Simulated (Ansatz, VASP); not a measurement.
**Two plane-wave programs on GaP**

```
Ga P
1.0
     0.00000    2.71923    2.71923
     2.71923    0.00000    2.71923
     2.71923    2.71923    0.00000
Ga P
1 1
Cartesian
  0.0000 0.0000 0.0000
  1.3596 1.3596 1.3596
```

Alike in both runs: task single point; functional r2SCAN; k mesh 8 × 8 × 8; occupations gaussian, width 0.02 eV; no spin polarisation.

```csv
,VASP,Ansatz
version,VASP 6.6.1,Ansatz 0.2.0
potentials or method,"VASP PAW PBE potentials, release 64 (Ga_d, P)","scalar-relativistic, plane waves, PAW"
plane-wave cutoff (eV),520,500
valence electrons in the cell,18,18
```

```csv
,VASP,Ansatz,Ansatz less VASP
gap on the k mesh at the Fermi level (eV),1.89,1.88,-0.008
least direct gap on the mesh (eV),2.40,2.42,+0.021
pressure (GPa),0.6,0.6,+0.05
```

Caveats: the PAW data sets were made with another functional, which shifts forces and pressure a little (VASP). A k mesh can miss the band edges.
